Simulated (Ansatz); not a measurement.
**How V3Si absorbs and reflects light**

What colour and refractive index does V3Si have at this level of theory?

Calculated with Ansatz 0.2.0; DFT, PBE, plane-wave PAW, default files, scalar-relativistic, independent-particle optical response without local fields.

### 1. Set-up

Symmetry: Pm-3n, No. 223, cubic system. The conventional cell has a = 4.732 Å, b = 4.732 Å, c = 4.732 Å, α = 90.00°, β = 90.00°, γ = 90.00°. Nearest to V lie 2 V at 2.37 Å and 4 Si at 2.65 Å. Si has 12 V at 2.65 Å nearest. Farther neighbours are not listed.

Coordinates:

```cif
data_structure
_symmetry_space_group_name_H-M 'Pm-3n'
_symmetry_Int_Tables_number 223
_cell_length_a 4.7320
_cell_length_b 4.7320
_cell_length_c 4.7320
_cell_angle_alpha 90.000
_cell_angle_beta 90.000
_cell_angle_gamma 90.000
_cell_volume 105.96
loop_
_atom_site_label
_atom_site_type_symbol
_atom_site_symmetry_multiplicity
_atom_site_Wyckoff_symbol
_atom_site_fract_x
_atom_site_fract_y
_atom_site_fract_z
_atom_site_occupancy
V1 V 6 c 0.00000 0.50000 0.25000 1
Si1 Si 2 a 0.50000 0.50000 0.50000 1
```

### 2. Ground state and bands

First the ground state: is it a metal or has it a gap?

This step: DFT, PBE, plane-wave PAW, default files, scalar-relativistic, ground state (Ansatz 0.2.0).

The input, input.yaml:

```yaml
crystal:
  lattice:
    - [4.732, 0.0, 0.0]
    - [0.0, 4.732, 0.0]
    - [0.0, 0.0, 4.732]
  atoms:
    - { symbol: V, position: [0.0, 0.5, 0.25], spin: 2.0 }
    - { symbol: V, position: [0.0, 0.5, 0.75], spin: 2.0 }
    - { symbol: V, position: [0.5, 0.25, 0.0], spin: 2.0 }
    - { symbol: V, position: [0.75, 0.0, 0.5], spin: 2.0 }
    - { symbol: V, position: [0.5, 0.75, 0.0], spin: 2.0 }
    - { symbol: V, position: [0.25, 0.0, 0.5], spin: 2.0 }
    - { symbol: Si, position: [0.5, 0.5, 0.5] }
    - { symbol: Si, position: [0.0, 0.0, 0.0] }
magnetization:
  spin_polarized: true
kpoints:
  mp_grid: { grid: [5, 5, 5] }
  band_path:
    path:
      - [[0.0, 0.0, 0.0], [0.0, 0.5, 0.0], [0.5, 0.5, 0.0], [0.0, 0.0, 0.0], [0.5, 0.5, 0.5], [0.0, 0.5, 0.0]]
      - [[0.5, 0.5, 0.0], [0.5, 0.5, 0.5]]
    npoints: 10
scf:
  occupations: { method: fermi_dirac, width: 0.05 }
  n_extra_bands: 18
hamiltonian:
  xc: pbe
  pseudopotentials: { kind: paw }
output:
  forces: true
  stress: true
  populations: true
  write_bands: true
  write_density: true
  write_potential: true
  elf: true
  volumetric_format: npy
```

Launch:

```
$ ansatz run input.yaml --threads 4 --pin off --max-ram 8192MiB --backend cpu --events-out ev --progress --plain --runs-dir out
```

Numbers of over 12 decimals in the logs are rounded to 6 here.

Log:

```text
scf.n_extra_bands = 18 over 43 filled bands (N_el = 86.0): the run solves 61 bands
Engine: ansatz 0.2.0, x86_64-unknown-linux-gnu
Pseudopotentials: kind: paw
Pseudopotential: V, paw, valence charge 13, recommended cutoff 420 eV (normal), V.paw.azcp
Pseudopotential: Si, paw, valence charge 4, recommended cutoff 420 eV (normal), Si.paw.azcp
Functional definition: PBE
  parameter kappa = 0.804
  parameter beta = 0.066725
  exchange = pbe_x(kappa = kappa, mu = beta*pi^2/3)
  correlation = pbe_c(beta = beta)
Crystal: 8 atoms, lattice volume = 105.958 Å³
Basis set: ecut = 420 eV, 2103 PW (Γ), exchange–correlation on 64×64×64 points (8 copies of the dense FFT grid, shifted against one another)
Bands: 61, of which v1, the nominal top of the filled ones, is band 43 counted from 1 (42 counted from 0)
Symmetry: 48 space group operations
Space group: Pm-3n (ITA 223), of the structure as read, at distance tolerance 4.7e-5 Å
Magnetic group: BNS 223.104 (UNI 1606), of the structure as read, at distance tolerance 4.7e-5 Å
k-points: 10 of 125
Non-local potential: V, projectors of the file, l = 0: 3, l = 1: 2, l = 2: 3, l = 3: 1
Non-local potential: Si, projectors of the file, l = 0: 2, l = 1: 2, l = 2: 2
PAW form: soft (Blöchl's): semilocal exchange-correlation on the pseudo side does not see the compensation charge
PAW one-centre angular grid: V, 590 points (default); XC on 64 Gauss nodes
PAW one-centre angular grid: Si, 110 points (default); XC on 64 Gauss nodes
Initial density: superposition of atomic densities (chi_scale 0.1, normalization cell)
Starting moments: Σ|m| = 12 μB on 6 of 8 sites
Initial wavefunctions: pseudopotential atomic-orbital guess
Functional: x = pbe(κ = 0.804, μ = 0.219515), c = pbe(β = 0.066725)
SCF iter   1: F=—  HF=-18753.707894 eV  |F-HF|=—  |Δ(HF+E_count)|=         —  Δρ=1.43e-1 (↑1.43e-1 ↓8.08e-2)  dr2=6.05e0  dr2_m=1.16e1  M=1.615 μB ∫|m|=2.068 μB  β_m=0.30  ethr=3.10e-3  ⟨swp⟩=5.6  Hψ=4072  notcnv=0
Mixer restart at iter 1: flushing history
preconditioner: auto → Kerker (q_TF=auto, 2.635 Å⁻¹)  [metal: Δε(μ)=0.033 eV  Ē_g=5.814 eV  σ=0.050 eV  W_gap=0.16  n_scr=26 (ndim 8)  ℏωp=22.2 eV  f_vac=0.000  D(μ)=7.21/eV (n_scr^D=80)]
spin=Collinear: Kerker preconditioning applied to the charge; magnetization (m = ρ↑ − ρ↓) channel mixes plain (no charge-response kernel on spin).
SCF iter   2: F=—  HF=-18749.562236 eV  |F-HF|=—  |Δ(HF+E_count)|=    4.15e0  Δρ=9.30e-2 (↑9.30e-2 ↓6.57e-2)  dr2=1.73e0  dr2_m=5.85e0  M=1.603 μB ∫|m|=1.937 μB  β_m=0.60  ethr=3.10e-3  ⟨swp⟩=2.0  Hψ=1807  notcnv=0  defer=170
SCF iter   3: F=—  HF=-18749.748923 eV  |F-HF|=—  |Δ(HF+E_count)|=   1.87e-1  Δρ=1.70e-2 (↑1.36e-2 ↓1.70e-2)  dr2=1.61e-1  dr2_m=2.09e-1  M=1.115 μB ∫|m|=1.216 μB  β_m=0.72  ethr=2.01e-3  ⟨swp⟩=2.5  Hψ=2010  notcnv=0  defer=170
SCF iter   4: F=—  HF=-18749.833318 eV  |F-HF|=—  |Δ(HF+E_count)|=   8.44e-2  Δρ=4.08e-3 (↑2.25e-3 ↓4.08e-3)  dr2=2.12e-2  dr2_m=7.97e-3  M=0.658 μB ∫|m|=0.694 μB  β_m=0.86  ethr=1.87e-4  ⟨swp⟩=2.3  Hψ=2001  notcnv=0  defer=152
SCF iter   5: F=—  HF=-18749.826434 eV  |F-HF|=—  |Δ(HF+E_count)|=   6.88e-3  Δρ=2.07e-3 (↑2.07e-3 ↓8.98e-4)  dr2=6.70e-3  dr2_m=7.33e-4  M=0.388 μB ∫|m|=0.400 μB  β_m=0.93  ethr=2.46e-5  ⟨swp⟩=2.0  Hψ=1820  notcnv=0  defer=151
SCF iter   6: F=—  HF=-18749.832616 eV  |F-HF|=—  |Δ(HF+E_count)|=   6.18e-3  Δρ=1.15e-3 (↑1.15e-3 ↓9.62e-4)  dr2=6.68e-5  dr2_m=1.07e-3  M=0.328 μB ∫|m|=0.338 μB  β_m=0.96  ethr=7.79e-6  ⟨swp⟩=2.0  Hψ=1796  notcnv=0  defer=151
SCF iter   7: F=—  HF=-18749.832807 eV  |F-HF|=—  |Δ(HF+E_count)|=   1.92e-4  Δρ=7.84e-4 (↑7.30e-4 ↓7.84e-4)  dr2=9.42e-6  dr2_m=5.54e-4  M=0.250 μB ∫|m|=0.256 μB  β_m=0.98  ethr=7.77e-8  ⟨swp⟩=2.0  Hψ=1952  notcnv=0  defer=151
SCF iter   8: F=—  HF=-18749.832994 eV  |F-HF|=—  |Δ(HF+E_count)|=   1.87e-4  Δρ=2.62e-4 (↑2.14e-4 ↓2.62e-4)  dr2=4.55e-6  dr2_m=5.42e-5  M=0.085 μB ∫|m|=0.087 μB  β_m=0.99  ethr=1.10e-8  ⟨swp⟩=3.0  Hψ=2468  notcnv=0  defer=151
SCF iter   9: F=—  HF=-18749.833005 eV  |F-HF|=—  |Δ(HF+E_count)|=   1.16e-5  Δρ=6.43e-5 (↑6.43e-5 ↓6.30e-5)  dr2=1.18e-7  dr2_m=3.89e-6  M=0.024 μB ∫|m|=0.025 μB  β_m=1.00  ethr=5.29e-9  ⟨swp⟩=2.2  Hψ=2112  notcnv=0  defer=151
SCF iter  10: F=—  HF=-18749.833008 eV  |F-HF|=—  |Δ(HF+E_count)|=   2.34e-6  Δρ=5.69e-6 (↑4.77e-6 ↓5.69e-6)  dr2=8.79e-8  dr2_m=5.97e-9  M=0.001 μB ∫|m|=0.001 μB  β_m=1.00  ethr=1.37e-10  ⟨swp⟩=3.0  Hψ=2492  notcnv=0  defer=151
SCF iter  11: F=—  HF=-18749.833008 eV  |F-HF|=—  |Δ(HF+E_count)|=   9.09e-9  Δρ=1.06e-6 (↑7.62e-7 ↓1.06e-6)  dr2=6.47e-10  dr2_m=6.15e-10  M=-0.000 μB ∫|m|=0.000 μB  β_m=1.00  ethr=1.02e-10  ⟨swp⟩=2.7  Hψ=2073  notcnv=0  defer=151
SCF iter  12: F=-18749.833008 eV  HF=-18749.833008 eV  |F-HF|=1.56e-10  |Δ(HF+E_count)|=  9.82e-11  Δρ=2.84e-7 (↑2.84e-7 ↓1.99e-7)  dr2=2.04e-10  dr2_m=1.25e-11  M=-0.000 μB ∫|m|=0.000 μB  ethr=1.00e-12  ⟨swp⟩=8.5  Hψ=6209  notcnv=0
SCF 1 converged in 12 iterations: F = -18749.833008 eV  dr2 = 2.04e-10
  greatest PAW one-centre occupation: 1.000 electrons in one spin orbital (limit 2), on the V atom at site 5 (counted from 0), in its partial waves of l = 0
WARN: the starting moments were not kept: the SCF closed with an absolute magnetisation of 1.7e-5 μB, where they sum to 12 μB in size (6 sites). That is at most 0.1 of that sum. Measured as dr2_m measures the in/out step, that magnetisation stands 2.2e-11 eV from none, at or under the dr2_threshold of 1.0e-7 eV: it is no larger than a step whose dr2_m would equal this threshold. The system may hold no moment; this SC [...]
NSCF: frozen V_eff on 62 k-points
SCF converged after 12 iterations
Magnetization: -0.0000 μB (43.0000 up, 43.0000 down)
Absolute magnetization: 0.0000 μB (∫|ρ↑−ρ↓|, with the PAW one-centre terms)
Spin contamination: 0.0000 ħ² per cell (⟨S²⟩ above its minimum at these occupations)
Per-site moments (μB) at R_I (Å): [(-1.592270078313886e-6, 0.975975), (-1.5922700782302005e-6, 0.975975), (-1.592270077975951e-6, 0.975975), (-1.5922700782458668e-6, 0.975975), (-1.5922700779849223e-6, 0.975975), (-1.5922700781029614e-6, 0.975975), (6.304118346455315e-8, 1.091173), (6.304118324090942e-8, 1.091173)]
Free energy (F): -18749.833008 eV
Harris-Foulkes:  -18749.833008 eV  (|F-HF|=1.56e-10)
Internal energy: -18749.719507 eV  (E = F + TS)
E sigma→0 (E₀):  -18749.776257 eV
Entropy (-TS):   -0.113501 eV (-14.188 meV/atom)
Fermi energy:    15.439448 eV
--- Per-component energies (eV) ---
  E_band       = -883.722309
  E_kinetic    = 2107.114323
  E_local      = -6283.861736  (includes V_loc(G=0)·N_el)
  E_nonlocal   = -223.923388
  E_hartree    = 2901.324083
  E_xc         = -897.374907
  E_vxc        = -1091.686184  (∫ρ·V_xc dr)
  E_paw        = -7703.430678  (= ΣΔE_a)
  E_vpaw       = -1194.013523  (= ΣTr[D̂ρ^β])
  E_aug_tail   = 0.001467  (compensation charges beyond the density's cutoff)
  E_ewald      = -8649.568672
  E_smearing   = -0.113501  (= −TS)
  E_closure    = -0.000000  (closes the sum)
  Σ components = -18749.833008   (vs F -18749.833008, Δ=0.00e0)
--- Forces (eV/Å), atoms counted from 1 ---
  atom   1  V      0.00000000     0.00000000     0.00000000
  atom   2  V      0.00000000     0.00000000     0.00000000
  atom   3  V     -0.00000000    -0.00000000     0.00000000
  atom   4  V     -0.00000000     0.00000000     0.00000000
  atom   5  V      0.00000000    -0.00000000     0.00000000
  atom   6  V     -0.00000000    -0.00000000     0.00000000
  atom   7  Si    -0.00000000     0.00000000    -0.00000000
  atom   8  Si    -0.00000000     0.00000000     0.00000000
  max |Σ_I F_I| component: 1.97e-17 eV/Å
--- Stress (GPa, compression-positive) ---
       -3.489812      -0.000000       0.000000
        0.000000      -3.489812       0.000000
        0.000000       0.000000      -3.489812
  P = ⅓ Tr σ = -3.4898 GPa (-34.898 kbar)
--- Band table (eV; the first three rows and the last of 20) ---
  k-point 0 ↑: bands = [... 39 lower, 14.8628, 14.8628, 14.8628, 15.4279, 15.4279, 17.4027, 17.4027, 17.4027, ... 14 higher]
  k-point 1 ↑: bands = [... 39 lower, 14.8630, 14.8951, 14.8951, 15.4551, 15.5108, 16.9466, 17.2906, 17.2906, ... 14 higher]
  k-point 2 ↑: bands = [... 39 lower, 14.7354, 14.7354, 14.8274, 15.0662, 15.2913, 16.4188, 17.1297, 17.2369, ... 14 higher]
  k-point 9 ↓: bands = [... 39 lower, 15.1281, 15.3518, 15.4282, 15.4282, 15.4373, 15.6222, 15.6222, 15.9435, ... 14 higher]
--- Löwdin populations: 8 sites ---
  site symbol       q [e]    m [muB]
     0      V     12.6572    -0.0000
     1      V     12.6572    -0.0000
     2      V     12.6572    -0.0000
     3      V     12.6572    -0.0000
     4      V     12.6572    -0.0000
     5      V     12.6572    -0.0000
     6     Si      4.5880     0.0000
     7     Si      4.5880     0.0000
  spilling = 0.010244 (of n_electrons = 86.000000)
```

It took 37 s on 4 threads of AMD EPYC (Zen 3), shared host; peak memory 0.7 GiB.

Reading the cycles: dr2 is the Hartree energy of the density residual (eV), the measure of convergence; HF is the Harris–Foulkes estimate of the energy, which meets the free energy F at convergence.

Numbers from this step:

| Quantity | Value |
| --- | --- |
| free energy | -18749.8330 eV |
| Fermi energy | 15.44 eV |
| electrons | 86 |
| symmetry operations | 48 |
| pressure | -3.490 GPa |
| volume | 106.0 Å³ |
| gap on the path | 0 eV |

There are states at the Fermi level within the smearing, so the occupations stay smeared and the carriers get a Drude term. The cell is left with a pressure of -3.5 GPa, as it stands unrelaxed at this level.

Both spins together. Electronic bands along the path, in eV, zero at the Fermi level; # counts the bands kept:

```
    point    #33    #34    #35    #36    #37    #38    #39    #40
        Γ  -0.58  -0.58  -0.58  -0.58  -0.01  -0.01  -0.01  -0.01
  halfway  -0.56  -0.56  -0.56  -0.56   0.01   0.01   0.07   0.07
        X  -0.66  -0.66  -0.66  -0.66  -0.45  -0.45  -0.45  -0.45
  halfway  -0.31  -0.31  -0.29  -0.29  -0.18  -0.18  -0.17  -0.17
        M  -0.01  -0.01   0.38   0.38   0.38   0.38   0.44   0.44
  halfway  -0.36  -0.36  -0.36  -0.36  -0.14  -0.14   0.07   0.07
        Γ  -0.58  -0.58  -0.58  -0.58  -0.01  -0.01  -0.01  -0.01
  halfway  -0.57  -0.57  -0.19  -0.19  -0.13  -0.13  -0.13  -0.13
        R  -0.03  -0.03  -0.03  -0.03   0.05   0.05   0.05   0.05
  halfway  -0.26  -0.26  -0.26  -0.26   0.04   0.04   0.04   0.04
        X  -0.66  -0.66  -0.66  -0.66  -0.45  -0.45  -0.45  -0.45
jump to M  -0.01  -0.01   0.38   0.38   0.38   0.38   0.44   0.44
  halfway  -0.04  -0.04   0.12   0.12   0.12   0.12   0.12   0.12
        R  -0.03  -0.03  -0.03  -0.03   0.05   0.05   0.05   0.05
```

Electrostatic potential energy in the ac plane at fractional y = 0.000, with atoms of V and Si within 0.2 Å of it. With pseudopotentials it is smooth inside the atoms' cores, unlike the true potential.

Ten even steps from '_' (-38 eV) to '@' (17 eV), each cell a mean:
```
__..**@@@@@@@@%%@@@@@@%%--__
--++%%@@@@@@@@@@@@@@@@@@**--
##%%@@@@@@@@@@@@@@@@@@@@%%%%
@@@@@@%%%%@@@@@@@@@@%%%%@@@@
@@%%**++++##@@@@%%**++++##@@
%%**========##%%**========##
%%++==++++==**%%++==++++==**
%%++==++====##%%++==++====##
@@##++====**%%@@##++====**%%
@@@@%%####%%@@@@@@%%####%%@@
%%@@@@@@@@@@@@@@@@@@@@@@@@@@
++**%%@@@@@@@@@@@@@@@@@@%%++
__::**@@@@@@@@@@@@@@@@%%++..
____++%%@@@@%%%%@@@@@@##--__
```
Atoms in or near the plane, at fractional coordinates: V at (0.75, 0.50), V at (0.25, 0.50), Si at (0.00, 0.00).

Valence density in the ac plane at fractional y = 0.000, with atoms of V and Si within 0.2 Å of it. It is the smooth field of the valence electrons, not physical close to the nuclei.

Ten steps, logarithmic in the rise over the least value, from '0' (0 e/Å³) to '9' (15 e/Å³), each cell a mean:
```
01221122211221
22221112111222
22211111111122
21122111112212
12455321245532
24788632478863
25899732589973
24798632479863
23566422356642
12232211123221
22111111111122
22211111111222
12221122211221
01221222212220
```
Atoms in or near the plane, at fractional coordinates: V at (0.75, 0.50), V at (0.25, 0.50), Si at (0.00, 0.00).

(Continued in part 2 of 2.)

[Logs are printed without paths, hosts, clocks, repeated set-up lines and the standing remarks that a program may print on its own settings, such as how far it seeks lower states.]

[Hosts, paths, dates, database ids (printed as entryN), source tags and the programs' standing remarks are cut or masked in the printed files.]
